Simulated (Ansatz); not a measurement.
A decomposition energy, worked out: Cd4S

The calculation used DFT PBE, scalar-relativistic, plane waves, PAW (Ansatz 0.2.0). All cells share a 420 eV cutoff and Γ-centred k meshes spaced at most about 0.3 Å⁻¹ (about 0.25 or finer for metals, 2π included). No spin polarisation.

The zero of energy is the elements' standard structures at the same level; no fitted shifts are applied.

These are static total energies at zero pressure. The reference form of S is held partly by dispersion forces, which this level lacks.

A trial structure of Cd4S (reached from: random cell; relaxed: space group P6/mmm (No. 191), a = 5.965 Å, c = 5.074 Å) has a formation energy of 0.141 eV/atom. At its composition the lowest mixture among the elements and 1 reference phase computed alike (others may be missing) consists of these:

```tsv
phase	source	ΔE_f (eV/atom)
Cd (solid)	element	-0.003
CdS (P6_3mc)	COD	-0.660
```

The lowest database cell of Cd (-0.003) lies slightly below the reference, hence the non-zero entry.

**Question.** Write the balanced decomposition and find its energy per atom, per formula unit and per mole of formula units.

**Answer.** Balancing Cd and S gives Cd4S → 3 Cd + CdS. The left side holds 5 atoms, and the products take 3/5 (Cd) and 2/5 (CdS) of them. The mixture therefore lies at 3/5 × (-0.003) + 2/5 × (-0.660) = -0.266 eV/atom. The reaction energy is -0.266 − (0.141) = -0.407 eV/atom. Times 5 atoms that is -2.035 eV per Cd4S, and times 96.485 it is -196 kJ per mole of Cd4S. Decomposition is downhill, so the trial structure is unstable against this mixture.
